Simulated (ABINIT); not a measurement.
Runs of ABINIT 10.8.3 (patched build) on PtSe2 (Sudovikovite). The structure is trigonal, space group P-3m1 (No. 164). Conventional cell: a = 3.724 Å, b = 3.724 Å, c = 5.062 Å, α = 90.00°, β = 90.00°, γ = 120.00°. Around Pt (site symmetry -3m) lie 6 Se at 2.49 Å. Se (site symmetry 3m) is surrounded by 3 Pt at 2.49 Å. 

```tsv
task	level	potentials or basis	k mesh	cutoff (eV)	fine-grid cutoff	mesh quality	gap on the mesh (eV)	pressure (GPa)	largest force (eV/Å)
band structure	PBEsol	JTH PAW PBE v2.0	8 × 8 × 5	544	1088.46 eV	not flagged	none	2.8	0.45
band structure	revPBE	JTH PAW PBE v2.0	8 × 8 × 5	544	1088.46 eV	not flagged	none	9.6	0.72
single point	r2SCAN	JTH PAW PBE v2.0	6 × 6 × 4	653	1251.72 eV	not flagged	none	-	0.41
band structure	OLYP	JTH PAW PBE v2.0	8 × 8 × 5	544	1088.46 eV	not flagged	none	6.7	0.20
single point	PBE	JTH PAW PBE v2.0	8 × 8 × 5	435	870.764 eV	not flagged	none	7.9	0.69
single point	r2SCAN	Ansatz PAW PBE default generated set, frozen core	5 × 5 × 3	490	979.61 eV	coarse	none	-	(b)
single point	PBE	JTH PAW PBE v2.0	3 × 3 × 2	544	1088.46 eV	coarse	none	7.6	(c)
single point	LDA	JTH PAW LDA v2.0	10 × 10 × 6	544	1088.46 eV	not flagged	none	-0.1	(a)
```

Alike in all rows: no spin polarisation; cell as given; smearing fermi-dirac 0.05 eV.

Task: Fill in the values left out.

Result: (a) 0.23; (b) 0.32; (c) 0.56.

Caveats: some runs use coarse meshes; the PAW data sets were made with another functional, which shifts forces and pressure a little (some runs).

A k mesh can miss the band edges, and the runs leave out spin-orbit coupling on Pt, Se.

A gap of «none» marks a metal or a gap under the smearing width.

Not every run made on this cell is shown here.
